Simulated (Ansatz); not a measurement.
# Pressure series in InN

Take InN in the wurtzite structure (space group P6_3mc, No. 186; a = 3.581 Å, c = 5.788 Å) as the base.

Cell and atoms are relaxed at each pressure.

The values are results of PBE/PAW in Ansatz (a quantum-chemistry and plane-wave program), no SOC, earlier PAW set, not measurements.

```csv
pressure (GPa),volume per atom (Å³/atom)
-2,16.344
-1,16.202
0,16.069
0.9,?
2.1,15.805
9,15.078
15,14.569
22.5,14.039
30,13.593
```

Task: Fit the third-order Birch–Murnaghan form P(V) = (3B₀/2)[(V₀/V)^(7/3) − (V₀/V)^(5/3)]·[1 + (3/4)(B₀′ − 4)((V₀/V)^(2/3) − 1)] (squares taken in P) to the rows shown and predict the withheld row.

Result: Least squares on the printed values gives V₀ = 16.068 Å³/atom, B₀ = 123 GPa, B₀′ = 4.5; this predicts 15.953 Å³/atom, and the run gives 15.955 Å³/atom, 0.002 higher.

The mesh was chosen for an insulator and is coarse for the gapless case. Load acts through the strain it causes; cell and atoms are relaxed under it. No phonon test of stability was made. Tetrahedral semiconductors of this kind turn to denser phases somewhere between about 1 and 50 GPa; those were not computed, so compressed cells here can lie past the real transition. All final runs are without spin polarisation.
